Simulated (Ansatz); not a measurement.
## As vacancy in GaAs, calculated

Level of theory: PBEsol, collinear spin, scalar-relativistic; Ansatz, plane waves to 420 eV (PAW set soft_2), k-mesh 2×2×2 shifted by half a step.

The relaxed host crystal (Kohn–Sham gap 0.43 eV over the whole zone):

```yaml
crystal:
  lattice:
    - [0.00000, 2.82893, 2.82893]
    - [2.82893, 0.00000, 2.82893]
    - [2.82893, 2.82893, 0.00000]
  atoms:
    - { symbol: Ga, position: [0.00000, 0.00000, 0.00000] }
    - { symbol: As, position: [0.25000, 0.25000, 0.25000] }
```

Supercell of 32 atoms, rows of the matrix [[-1,-1,3],[-1,-1,-1],[3,-1,-1]] times the cell vectors; As vacancy at (0.250, 0.250, 0.250) in fractions of the cell above. Atoms are relaxed at the host's cell, from a start shaken by 0.03 Å near the defect; charged cells sit in a uniform background.

The defect was relaxed in the charges +3, +1, 0. Distances from the empty As site (Å), by shell of the perfect crystal:

| shell | perfect crystal | state A | state B | state C |
| --- | --- | --- | --- | --- |
| 4 Ga | 2.45 | 2.20 (2.14 to 2.25) | 2.43 (2.02 to 2.84) | 2.96 |

| state | moment of the cell (μB) | gap of the cell on the mesh (eV) | carriers |
| --- | --- | --- | --- |
| A | 0.49 | 0.00 | in a band of the host or near its edge |
| B | 0.00 | 1.13 | none in the bands |
| C | 0.00 | 1.28 | none in the bands |

On this mesh the host's own supercell has a gap of 2.03 eV.

Task: Which state has which charge?

Result: A has charge 0; B has charge +1; C has charge +3.

At charge 0 a carrier lies in a band of the host or at its edge (levels aligned by the semicore states), so it isn't shown to be bound to the defect (semilocal functionals spread carriers too far and can miss a bound one), and no level is taken from that state.

No formation energy is given, since the neutral cell holds a carrier in a band.

Relaxed cell at charge +3:

```
GaAs V_As charge 3
1.0
     5.6579    5.6579   -5.6579
    -5.6579   -5.6579   -5.6579
    -5.6579    5.6579    5.6579
Ga As
16 15
Direct
  0.2496 0.5003 0.3017
  0.5038 0.2537 0.2538
  0.7498 0.0002 0.2458
  0.7495 0.5000 0.7457
  0.9955 0.4999 0.4992
  0.2496 0.2461 0.4989
  0.4961 0.0009 0.5005
  0.7498 0.7463 0.4999
  0.0033 0.7545 0.2542
  0.5509 0.4995 0.9991
  0.7495 0.2461 0.9997
  0.9484 0.1983 0.6979
  0.2496 0.9991 0.7458
  0.5038 0.7541 0.7534
  0.9955 0.9996 0.9996
  0.2496 0.8021 0.0001
  0.4978 0.2434 0.9996
  0.7496 0.0001 0.9997
  0.7497 0.5001 0.4998
  0.9932 0.5003 0.2479
  0.2497 0.2438 0.2474
  0.5061 0.0046 0.2564
  0.7535 0.7560 0.2557
  0.9932 0.7482 0.0000
  0.4978 0.4999 0.7430
  0.7458 0.2522 0.7518
  0.0015 0.2518 0.4949
  0.2497 0.0005 0.5001
  0.5061 0.7567 0.5043
  0.0015 0.9953 0.7515
  0.2496 0.7477 0.7435
```

Caveats: at charge +3: net starting moment lost; at charge +1: net starting moment lost; semilocal functionals make gaps too small, which shifts levels too; small supercell, so energies and levels can be off by tenths of an eV; one random start near the defect, so other minima are possible.

The Ga neighbours lie farther from the vacancy, on average, as electrons are removed, with the clearest change between +1 and +3. The vacancy's Ga dangling bonds form a symmetric a1 combination, bonding between the neighbours, below a t2 set. At +1 the a1 level holds a pair; at +3 it is empty, so the Ga atoms lose this attraction, repel one another and relax outward to 2.96 Å, towards the planar bonding preferred by threefold Ga with an empty orbital.

The wide spread at +1, 2.02 to 2.84 Å, is not what a filled a1 and empty t2 shell would require, as there is no first-order Jahn–Teller instability. Mixing of a1 with t2 could drive it, concentrating the pair on some of the neighbours. The neutral cell, if read as a +1 core plus a band electron, has a much more even, contracted shell. This suggests that a compact +1 configuration may compete with the distorted one; relaxing +1 from the neutral geometry would test this.
